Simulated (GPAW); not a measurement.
The system is AgCl (Chlorargyrite).

```
Ag Cl
1.0
     0.00000    2.73500    2.73500
     2.73500    0.00000    2.73500
     2.73500    2.73500    0.00000
Ag Cl
1 1
Cartesian
  0.0000 0.0000 0.0000
  2.7350 2.7350 2.7350
```

Base run:

| Quantity | Value |
| --- | --- |
| Program | GPAW 26.7.0 |
| Functional | TB-mBJ |
| Potentials or basis | GPAW PAW data sets for LDA (gpaw-data 1.2.1) |
| Cutoff | 600 eV |
| Basis | pw |
| k mesh | 8 × 8 × 8 |
| Occupations | fermi-dirac, width 0.05 eV |
| Spin | no spin polarisation |

Its results: band gap on the k mesh 2.84 eV, indirect (least direct gap 4.84 eV).

Task: The run is repeated on the same cell with these changes: functional from TB-mBJ to r2SCAN; potentials or basis from GPAW PAW data sets for LDA (gpaw-data 1.2.1) to GPAW PAW data sets (gpaw-data 1.2.1). What comes out?

Result: Band gap on the k mesh 1.43 eV, indirect (least direct gap 3.87 eV).

Caveats: a model potential gives levels but no total energy (some runs).
